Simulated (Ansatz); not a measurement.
Input of an Ansatz 0.2.0 run:

Contents of input.yaml:

```yaml
crystal:
  lattice:
    - [-2.151483, 2.151483, 2.151483]
    - [2.151483, -2.151483, 2.151483]
    - [2.151483, 2.151483, -2.151483]
  atoms:
    - { symbol: Yb, position: [0.0, 0.0, 0.0], spin: 1.0 }
kpoints:
  mp_grid: { grid: [9, 9, 9] }
scf:
  occupations: { method: fermi_dirac, width: 0.05 }
hamiltonian:
  xc: pbesol
  pseudopotentials: { kind: all_electron, lapw: { basis_error: 0.001 } }
  hubbard:
    sites: [{ species: Yb, l: f, u_eff: 8 }]
    double_counting: fll
    projectors: ortho-atomic
magnetization:
  spin_polarized: true
output:
  forces: true
  stress: true
  eigenvalues: true
  dos: { projected: false, de: 0.1, e_range: [-10, 6] }
  hubbard: {}
```

Potentials or basis: all-electron LAPW, scalar-relativistic.

Command:

```sh
$ ansatz run input.yaml --threads 2 --pin off --max-ram 6144MiB --backend cpu --events-out ev --progress --plain --runs-dir out
```

(1) Predict the band gap on the k mesh.

(2) What does it give for the absolute moment?

(3) Predict the pressure.

(4) Predict the net moment.

## Answers

(1) none (metal or under the smearing width).

(2) 0.00 μB per cell.

(3) -1.0 GPa.

(4) 0.00 μB per cell.

Caveat: the magnetic state may not be the lowest; an open f shell can end in a state above the lowest; spin-orbit coupling is left out, which moves the levels of the heavy elements.
